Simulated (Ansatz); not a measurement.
## Dielectric response of Ga2O3 (0001) films: cost of one run

Ansatz 0.2.0; plane-wave DFT, PBEsol, Ansatz PAW. The cell holds 20 atoms.

File input.yaml:

```yaml
crystal:
  lattice:
    - [4.98, 0.0, 0.0]
    - [-2.49, 4.31280651, 0.0]
    - [0.0, 0.0, 26.3713666667]
  atoms:
    - { symbol: Ga, position: [0.66666667, 0.33333333, 0.341279241] }
    - { symbol: O, position: [0.305, 0.0, 0.3726838832] }
    - { symbol: O, position: [0.0, 0.305, 0.3726838832] }
[... 11 atom lines left out ...]
    - { symbol: Ga, position: [0.0, 0.0, 0.5738433478] }
    - { symbol: Ga, position: [0.66666667, 0.33333333, 0.5959114747] }
    - { symbol: O, position: [0.695, 0.0, 0.6273161168] }
    - { symbol: O, position: [0.0, 0.695, 0.6273161168] }
    - { symbol: O, position: [0.305, 0.305, 0.6273161168] }
    - { symbol: Ga, position: [0.33333333, 0.66666667, 0.658720759] }
kpoints:
  mp_grid: { grid: [6, 6, 1] }
hamiltonian:
  xc: pbesol
scf:
  occupations: { method: fixed }
  convergence: { dr2_threshold: 1.0e-09 }
efield:
  axis: 3
  dipole_correction: true
  ramp_position: 0.97
  ramp_width: 0.06
relax:
  f_tol: 0.003
  max_steps: 100
output:
  eigenvalues: true
  write_potential: true
  write_density: true
  volumetric_format: npy
  elf: true
```

On the command line:

```
> ansatz run input.yaml --threads 4 --pin off --max-ram 8192MiB --backend cpu --events-out ev --progress --plain --runs-dir out
```

The cutoff in use is 420 eV. For reference, a run of the same kind (30 atoms, 8 k-points, 162 bands and 12,925 plane waves; 54 SCF cycles) took 3.5 min and 2.4 GiB on the same hardware.

**Question.** How long does this run take on 4 threads of Arm Neoverse V1, shared host, and how much memory does it need?

A cutoff of 420 eV is a sphere of radius 10.5 Å⁻¹, so a cell of 566 Å³ holds about V·G³/6π² = 11,069 plane waves. At two electrons a band, the 176 electrons need 88 bands, and 20 more are carried. Symmetry cuts the 6×6×1 mesh from 36 to 8 points. The run has 8 k-points, 108 bands and 11,051 plane waves. Taking the work of a cycle as k-points × spins × bands × plane waves, that is 0.57 times the reference, or 2 min at the reference's 54 cycles. The run needed 90 SCF cycles over 9 ionic steps, which makes it about 3.3 min. One copy of the wavefunctions takes 0.14 GiB at 16 bytes a coefficient, against 0.25 GiB in the reference; grids, projectors and work arrays come on top. Measured: about 3.4 min, with a peak of 1.6 GiB. The estimate holds within 25 %.

[Logs are printed without paths, hosts, clocks, repeated set-up lines and the standing remarks that a program may print on its own settings, such as how far it seeks lower states.]

[Hosts, paths, dates, database ids (printed as entryN), source tags and the programs' standing remarks are cut or masked in the printed files.]

[Maps of the electrostatic potential energy from Ansatz leave out the sawtooth potential of an applied field or a dipole correction, so their vacuum need not be flat; planar profiles and work functions include it.]
